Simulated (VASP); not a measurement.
# GaP (F-43m) in VASP: notebook, part 2 of 2

VASP 6.6.1. The steps go on from the part before.

## 3. Born charges and dielectric tensor, PBE

Input file INCAR:

```
SYSTEM = GaP
PREC = Accurate
ENCUT = 520
EDIFF = 1E-8
ISMEAR = 0
SIGMA = 0.02
LREAL = .FALSE.
LASPH = .TRUE.
NELM = 60
ALGO = Fast
ISIF = 2
LWAVE = .FALSE.
LCHARG = .FALSE.
GGA = PE
LEPSILON = .TRUE.
IBRION = 8
NSW = 1
```

Input file KPOINTS:

```
regular mesh
0
G
  10 10 10
  0 0 0
```

Input file POSCAR:

```
GaP                                     
1.0
    0.0000000000      2.7668478859      2.7668478859
    2.7668478859      0.0000000000      2.7668478859
    2.7668478859      2.7668478859      0.0000000000
  Ga              P             
     1     1
Direct
     0.0000000000000000    0.0000000000000000    0.0000000000000000
     0.2500000000000000    0.2500000000000000    0.2500000000000000
```

Potentials or basis: VASP PAW PBE potentials, release 64 (Ga, P).

Launch:

```sh
$ cat potpaw_PBE.64/Ga/POTCAR potpaw_PBE.64/P/POTCAR > POTCAR
$ mpirun -np 1 vasp_std > vasp.out
```

OUTCAR:

```text
SYSTEM = GaP
   PREC = Accurate
   ENCUT = 520
   EDIFF = 1E-8
   ISMEAR = 0
   LREAL = .FALSE.
   LASPH = .TRUE.
   NELM = 60
   ISIF = 2
   GGA = PE
   LEPSILON = .TRUE.
   IBRION = 8
   NSW = 1

 ion  position               nearest neighbor table
   1  0.000  0.000  0.000-   2 2.40   2 2.40   2 2.40   2 2.40
   2  0.250  0.250  0.250-   1 2.40   1 2.40   1 2.40   1 2.40

  LATTYP: Found a face centered cubic cell.
 ALAT       =     5.5336957718

  Lattice vectors:

 A1 = (   0.0000000000,   2.7668478859,   2.7668478859)
 A2 = (   2.7668478859,   0.0000000000,   2.7668478859)
 A3 = (   2.7668478859,   2.7668478859,   0.0000000000)

Analysis of symmetry for initial positions (statically):
=====================================================================
 Subroutine PRICEL returns:
 Original cell was already a primitive cell.

 Routine SETGRP: Setting up the symmetry group for a
 face centered cubic supercell.

 Subroutine GETGRP returns: Found 24 space group operations
 (whereof 24 operations were pure point group operations)
 out of a pool of 48 trial point group operations.

The static configuration has the point symmetry T_d .

Analysis of symmetry for dynamics (positions and initial velocities):
=====================================================================
 Subroutine PRICEL returns:
 Original cell was already a primitive cell.

 Routine SETGRP: Setting up the symmetry group for a
 face centered cubic supercell.
[... 526 lines left out ...]

 PIEZOELECTRIC TENSOR (including local field effects)  for field in x, y, z        (C/m^2)
          XX          YY          ZZ          XY          YZ          ZX
  --------------------------------------------------------------------------------
  x    -0.00000     0.00000     0.00000     0.00000    -0.86554     0.00000
  y    -0.00000     0.00000    -0.00000     0.00000     0.00000    -0.86554
  z    -0.00000    -0.00000     0.00000    -0.86554     0.00000     0.00000

 BORN EFFECTIVE CHARGES (including local field effects) (in |e|, cummulative output)
 ---------------------------------------------------------------------------------
 ion    1
    1     2.33921     0.00000     0.00000
    2     0.00000     2.33921     0.00000
    3     0.00000     0.00000     2.33921
 ion    2
    1    -2.33921    -0.00000    -0.00000
    2     0.00000    -2.33921     0.00000
    3     0.00000     0.00000    -2.33921

 INTERNAL STRAIN TENSOR FOR ION    2 for displacements in x,y,z  (eV/Angst):
          X           Y           Z          XY          YZ          ZX
  --------------------------------------------------------------------------------
  x    -0.00000     0.00000     0.00000     0.00000    -6.85875     0.00000
  y    -0.00000    -0.00000    -0.00000     0.00000     0.00000    -6.85875
  z     0.00000     0.00000    -0.00000    -6.85875     0.00000     0.00000

 SECOND DERIVATIVES (NOT SYMMETRIZED)
 ------------------------------------
               1X          1Y          1Z          2X          2Y          2Z
  1X    -9.597471    0.000000    0.000000    9.597471    0.000000    0.000000
  1Y     0.000000   -9.597471    0.000000    0.000000    9.597471    0.000000
  1Z     0.000000    0.000000   -9.597471    0.000000    0.000000    9.597471
  2X     9.602089    0.000000    0.000000   -9.602089    0.000000    0.000000
  2Y     0.000000    9.602089    0.000000    0.000000   -9.602089    0.000000
  2Z     0.000000    0.000000    9.602089    0.000000    0.000000   -9.602089

 Eigenvectors and eigenvalues of the dynamical matrix
 ----------------------------------------------------

   1 f  =   10.459792 THz    65.720812 2PiTHz  348.901109 cm-1    43.258205 meV
             X         Y         Z           dx          dy          dz
      0.000000  0.000000  0.000000     0.000000    0.554521    0.000000
      1.383424  1.383424  1.383424     0.000000   -0.832170    0.000000
[... 21 lines left out ...]
   6 f/i=    0.001161 THz     0.007294 2PiTHz    0.038721 cm-1     0.004801 meV
             X         Y         Z           dx          dy          dz
      0.000000  0.000000  0.000000     0.000000    0.000000    0.832170
      1.383424  1.383424  1.383424     0.000000    0.000000    0.554521

--------------------------------------------------------------------------------------------------------

 MACROSCOPIC STATIC DIELECTRIC TENSOR IONIC CONTRIBUTION
 ------------------------------------------------------
           2.434766     0.000000     0.000000
           0.000000     2.434766     0.000000
           0.000000     0.000000     2.434766
 ------------------------------------------------------

 ELASTIC MODULI CONTR FROM IONIC RELAXATION (kBar)
 Direction    XX          YY          ZZ          XY          YZ          ZX
 --------------------------------------------------------------------------------
 XX          -0.0000     -0.0000     -0.0000     -0.0000     -0.0000     -0.0000
 YY          -0.0000     -0.0000     -0.0000     -0.0000     -0.0000     -0.0000
 ZZ          -0.0000     -0.0000     -0.0000     -0.0000     -0.0000     -0.0000
 XY          -0.0000     -0.0000     -0.0000   -183.6642      0.0000      0.0000
 YZ          -0.0000     -0.0000     -0.0000      0.0000   -183.6642      0.0000
 ZX          -0.0000     -0.0000     -0.0000      0.0000      0.0000   -183.6642
 --------------------------------------------------------------------------------

 PIEZOELECTRIC TENSOR IONIC CONTR  for field in x, y, z        (C/m^2)
          XX          YY          ZZ          XY          YZ          ZX
  --------------------------------------------------------------------------------
  x     0.00000     0.00000     0.00000     0.00000     0.62924     0.00000
  y     0.00000     0.00000     0.00000     0.00000     0.00000     0.62924
  z     0.00000     0.00000     0.00000     0.62924     0.00000     0.00000
```

stdout:

```text
POSCAR found type information on POSCAR GaP
 POSCAR found :  2 types and       2 ions
 scaLAPACK will be used
 LDA part: xc-table for (Slater+PW92), standard interpolation
 POSCAR, INCAR and KPOINTS ok, starting setup
 FFT: planning ... GRIDC
 FFT: planning ... GRID_SOFT
 FFT: planning ... GRID
 WAVECAR not read
 entering main loop
[... 23 lines left out ...]
  Direction:   3
 dielectric tensor                  component  3 :     2.302     2.307    10.902
 Linear response DOF=           2
 Linear response progress:
 first order change of Fermi-energy   0.51129E-02
 force on displaced ion       1 direction 1 :  -9.597  -0.000  -0.000
 Born effective charge ion    1 direction 1 :   2.322   0.000   0.000
 Linear response progress:
 first order change of Fermi-energy  -0.31570E-02
 force on displaced ion       2 direction 1 :  -9.602  -0.000  -0.000
 Born effective charge ion    2 direction 1 :  -2.361   0.000   0.000
 Born effective charges drift removed
 Linear response finished
```

Wall time 4.7 min (1 thread of Intel Xeon Platinum 8488C (Sapphire Rapids), shared host); peak memory 0.31 GiB.

Results:

```yaml
Band_gap_on_the_k_mesh: 1.52 eV, direct
Electronic_dielectric_tensor_diagonal: 10.90
Born_charges_mean_of_the_diagonal: Ga +2.34; P -2.34 e
Highest_phonon_frequency_at_Γ_LO-TO_splitting_left_out: 349 cm⁻¹
```

Levels at points of the mesh, in eV from the valence-band top:
| k point | band 2 | band 3 | band 4 | band 5 | band 6 | band 7 |
| --- | --- | --- | --- | --- | --- | --- |
| (0.00, 0.00, 0.00) | 0.00 | 0.00 | 0.00 | 1.52 | 3.94 | 3.94 |
| (0.50, 0.00, 0.00) | -6.34 | -1.04 | -1.04 | 1.58 | 4.76 | 4.76 |
| (0.50, 0.50, 0.00) | -6.51 | -2.51 | -2.51 | 1.76 | 1.89 | 10.31 |

Phonon frequencies in cm⁻¹ (negative: imaginary):
```
              q point        frequencies
(0.000, 0.000, 0.000)  0 0 0 349 349 349
```

Electronic dielectric tensor:
```
10.90  0.00  0.00
 0.00 10.90  0.00
 0.00  0.00 10.90
```

Born effective charge tensors (e):
atom 1, Ga
```
2.34 0.00 0.00
0.00 2.34 0.00
0.00 0.00 2.34
```
atom 2, P
```
-2.34  0.00  0.00
 0.00 -2.34  0.00
 0.00  0.00 -2.34
```

## 4. Comparison with measurements

Step 2. Against the measured gap of GaP, 2.34 eV (indirect; 10 K; quoted in “Stacking defects in GaP nanowires: Electronic structure and optical properties”, 2018, arxiv:1810.01194), the calculated 1.52 eV is off by -0.82 eV. Spin-orbit coupling on Ga is left out. The value is that of PBE, without temperature or zero-point motion. Semilocal functionals fall short of measured gaps as a rule.

Step 3. Measured gap of GaP: 2.34 eV (indirect; 10 K; quoted in “Stacking defects in GaP nanowires: Electronic structure and optical properties”, 2018, arxiv:1810.01194). This calculation gives 1.52 eV (-0.82 eV). Spin-orbit coupling on Ga is left out. The value is that of PBE on a finite k mesh, which can miss the band edges, without temperature or zero-point motion. Semilocal functionals fall short of measured gaps as a rule.
